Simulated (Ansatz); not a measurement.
**Equation of state of MgB2 under PBE**

```
Mg B
1.0
     0.00000    2.99364    2.99364
     2.99364    0.00000    2.99364
     2.99364    2.99364    0.00000
Mg B
2 4
Direct
  0.00000 0.00000 0.00000
  0.25000 0.25000 0.25000
  0.62500 0.12500 0.62500
  0.62500 0.62500 0.12500
  0.12500 0.62500 0.62500
  0.62500 0.62500 0.62500
```

Measurements of this composition are mostly on another form, of space group No. 191.

The cell was scaled at fixed shape and fractions and run with Ansatz, Ansatz PAW, cutoff 420 eV; PBE, k mesh 8 × 8 × 8 on the cell of 6 atoms, fermi-dirac occupations of 0.05 eV, no spin polarisation, no spin-orbit coupling. Energies are those that the program minimises, any entropy of the smearing included. For a metal such a mesh isn't converged to the digits shown.

| V (Å³/atom) | energy over the lowest row (meV/atom) |
| --- | --- |
| 8.4063 | 16.798 |
| 8.5852 | 7.399 |
| 8.7640 | ? |
| 8.9429 | 0.000 |
| 9.1217 | 1.299 |
| 9.3006 | 5.549 |
| 9.4795 | 12.427 |

**Question.** Fit the third-order Birch-Murnaghan form, give V0, B0 and B′, and predict the energy left open.

**Answer.** With y = (V0/V)^(2/3), E = E0 + (9 V0 B0/16) [(y - 1)³ B′ + (y - 1)² (6 - 4y)]. Least squares through the rows shown give V0 = 8.9571 Å³/atom, E0 = -0.009 meV, B0 = 143.5 GPa (1 eV/Å³ = 160.218 GPa) and B′ = 3.88, with a largest miss of 0.010 meV. At V = 8.7640 the form with these constants gives 1.922 meV; the run gave 1.917 meV an atom.
